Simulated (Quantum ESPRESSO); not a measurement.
Set up this calculation in Quantum ESPRESSO 7.5, as the native input.

| Item | Value |
| --- | --- |
| Task | band structure |
| Functional | PBEsol |
| Potentials or basis | PseudoDojo 0.4 FR PBEsol standard |
| Cutoff | 1088 eV |
| Density cutoff | 4354 eV |
| k mesh | 8 × 8 × 8 |
| Occupations | fermi-dirac, width 0.05 eV |
| Spin | spin-orbit coupling, no magnetisation |
| Mixing beta | 0.5 |
| Most SCF iterations | 120 |
| SCF threshold | 2e-10 Ry |

The system is Sb.

```
Sb
1.0
     3.16000    0.00000    0.00000
     0.00000    3.16000    0.00000
     0.00000    0.00000    3.16000
Sb
1
Direct
  0.00000 0.00000 0.00000
```

This isn't the form of Sb at room conditions, which is rhombohedral.

One way to write it, as run:

pw.in

```
&CONTROL
  calculation = 'scf'
  prefix = 'pwscf'
  outdir = './tmp'
  pseudo_dir = './pseudo'
  tprnfor = .true.
  tstress = .true.
  disk_io = 'low'
/
&SYSTEM
  ibrav = 0
  A = 3.16
  nat = 1
  ntyp = 1
  ecutwfc = 80
  nbnd = 26
  occupations = 'smearing'
  smearing = 'fd'
  degauss = 0.00367493
  noncolin = .true.
  lspinorb = .true.
/
&ELECTRONS
  conv_thr = 2d-10
  electron_maxstep = 120
  mixing_beta = 0.5
/
ATOMIC_SPECIES
Sb   121.7600 Sb.upf
CELL_PARAMETERS alat
   1.0000000000    0.0000000000    0.0000000000
   0.0000000000    1.0000000000    0.0000000000
   0.0000000000    0.0000000000    1.0000000000
ATOMIC_POSITIONS alat
Sb     0.0000000000    0.0000000000    0.0000000000
K_POINTS automatic
8 8 8 0 0 0
```

bands.in

```
&CONTROL
  calculation = 'bands'
  prefix = 'pwscf'
  outdir = './tmp'
  pseudo_dir = './pseudo'
  disk_io = 'low'
  verbosity = 'high'
/
&SYSTEM
  ibrav = 0
  A = 3.16
  nat = 1
  ntyp = 1
  ecutwfc = 80
  nbnd = 26
  occupations = 'smearing'
  smearing = 'fd'
  degauss = 0.00367493
  noncolin = .true.
  lspinorb = .true.
/
&ELECTRONS
  conv_thr = 1d-08
  electron_maxstep = 120
  mixing_beta = 0.5
  diago_full_acc = .true.
  startingwfc = 'random'
/
ATOMIC_SPECIES
Sb   121.7600 Sb.upf
CELL_PARAMETERS alat
   1.0000000000    0.0000000000    0.0000000000
   0.0000000000    1.0000000000    0.0000000000
   0.0000000000    0.0000000000    1.0000000000
ATOMIC_POSITIONS alat
Sb     0.0000000000    0.0000000000    0.0000000000
K_POINTS crystal
60
 0.0000000000  0.0000000000  0.0000000000 1
 0.0000000000  0.0714285714  0.0000000000 1
 0.0000000000  0.1428571429  0.0000000000 1
 0.0000000000  0.2142857143  0.0000000000 1
 0.0000000000  0.2857142857  0.0000000000 1
 0.0000000000  0.3571428571  0.0000000000 1
 0.0000000000  0.4285714286  0.0000000000 1
 0.0000000000  0.5000000000  0.0000000000 1
 0.0714285714  0.5000000000  0.0000000000 1
 0.1428571429  0.5000000000  0.0000000000 1
 0.2142857143  0.5000000000  0.0000000000 1
 0.2857142857  0.5000000000  0.0000000000 1
 0.3571428571  0.5000000000  0.0000000000 1
 0.4285714286  0.5000000000  0.0000000000 1
 0.5000000000  0.5000000000  0.0000000000 1
 0.4545454545  0.4545454545  0.0000000000 1
 0.4090909091  0.4090909091  0.0000000000 1
 0.3636363636  0.3636363636  0.0000000000 1
 0.3181818182  0.3181818182  0.0000000000 1
 0.2727272727  0.2727272727  0.0000000000 1
 0.2272727273  0.2272727273  0.0000000000 1
 0.1818181818  0.1818181818  0.0000000000 1
 0.1363636364  0.1363636364  0.0000000000 1
 0.0909090909  0.0909090909  0.0000000000 1
 0.0454545455  0.0454545455  0.0000000000 1
 0.0000000000  0.0000000000  0.0000000000 1
 0.0357142857  0.0357142857  0.0357142857 1
 0.0714285714  0.0714285714  0.0714285714 1
 0.1071428571  0.1071428571  0.1071428571 1
 0.1428571429  0.1428571429  0.1428571429 1
 0.1785714286  0.1785714286  0.1785714286 1
 0.2142857143  0.2142857143  0.2142857143 1
 0.2500000000  0.2500000000  0.2500000000 1
 0.2857142857  0.2857142857  0.2857142857 1
 0.3214285714  0.3214285714  0.3214285714 1
 0.3571428571  0.3571428571  0.3571428571 1
 0.3928571429  0.3928571429  0.3928571429 1
 0.4285714286  0.4285714286  0.4285714286 1
 0.4642857143  0.4642857143  0.4642857143 1
 0.5000000000  0.5000000000  0.5000000000 1
 0.4545454545  0.5000000000  0.4545454545 1
 0.4090909091  0.5000000000  0.4090909091 1
 0.3636363636  0.5000000000  0.3636363636 1
 0.3181818182  0.5000000000  0.3181818182 1
 0.2727272727  0.5000000000  0.2727272727 1
 0.2272727273  0.5000000000  0.2272727273 1
 0.1818181818  0.5000000000  0.1818181818 1
 0.1363636364  0.5000000000  0.1363636364 1
 0.0909090909  0.5000000000  0.0909090909 1
 0.0454545455  0.5000000000  0.0454545455 1
 0.0000000000  0.5000000000  0.0000000000 1
 0.5000000000  0.5000000000  0.0000000000 1
 0.5000000000  0.5000000000  0.0625000000 1
 0.5000000000  0.5000000000  0.1250000000 1
 0.5000000000  0.5000000000  0.1875000000 1
 0.5000000000  0.5000000000  0.2500000000 1
 0.5000000000  0.5000000000  0.3125000000 1
 0.5000000000  0.5000000000  0.3750000000 1
 0.5000000000  0.5000000000  0.4375000000 1
 0.5000000000  0.5000000000  0.5000000000 1
```

Potentials or basis: PseudoDojo 0.4 FR PBEsol standard.

Command:

```bash
$ OMP_NUM_THREADS=1 mpirun -n 2 pw.x -nk 2 -in pw.in > pw.out
$ OMP_NUM_THREADS=1 mpirun -n 2 pw.x -nk 2 -in bands.in > bands.out
```

It gave:

* Pressure: -4.5 GPa
* Band gap on the k mesh: none (metal or under the smearing width)

Caveat: some levels on the path didn't converge.

It took 47 s on 2 MPI ranks on Intel(R) Xeon(R) 6975P-C (Granite Rapids), with other jobs on the host, peak memory 0.26 GiB a rank.
